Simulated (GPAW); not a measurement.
## CdTe: equation of state with LDA

**The experiment to reproduce.**

“Multiscale insight into the Cd1-xZnxTe vibrational-mechanical properties -- High-pressure experiments and ab initio calculations”, 2023, arxiv:2306.14539 quotes, for a powder of CdTe: bulk modulus 42 ± 2 GPa.

CdTe:

```
Te Cd
1.0
     0.00000    3.20500    3.20500
     3.20500    0.00000    3.20500
     3.20500    3.20500    0.00000
Te Cd
1 1
Cartesian
  4.8075 4.8075 4.8075
  0.0000 0.0000 0.0000
```

| Item | Value |
| --- | --- |
| Program | GPAW 26.7.0 |
| Task | equation of state |
| Functional | LDA |
| Potentials or basis | PAW data sets generated in the run's folder for this functional |
| Cutoff | 600 eV |
| Basis | pw |
| k mesh | 6 × 6 × 6 |
| Occupations | fermi-dirac, width 0.05 eV |
| Spin | no spin polarisation |
| Maxiter | 150 |
| Eos scales | [0.94, 0.96, 0.98, 1.0, 1.02, 1.04, 1.06] |

| Item | Value |
| --- | --- |
| Equilibrium volume | 32.62 Å³/atom |
| Bulk modulus | 47 GPa |
| Pressure derivative of the bulk modulus | 4.8 |

Energy against volume, from the lowest point:
```tsv
volume (Å³/atom)	energy (meV/atom)
30.947	13.46
31.605	4.49
32.263	0.17
32.922	0.00
33.580	3.51
34.239	10.31
34.897	20.01
```

Wall time 91 s on 1 thread of Arm Neoverse V1, with other jobs on the host, peak memory 0.25 GiB.

Measured bulk modulus of CdTe: 42 GPa (powder; quoted in “Multiscale insight into the Cd1-xZnxTe vibrational-mechanical properties -- High-pressure experiments and ab initio calculations”, 2023, arxiv:2306.14539). This calculation gives 47 GPa (+11.5 %). The fit is for a static lattice scaled at fixed shape and fixed fractional positions.

The run has no spin-orbit coupling, so splittings on Te are missing. LDA usually gives volumes a few per cent too small.
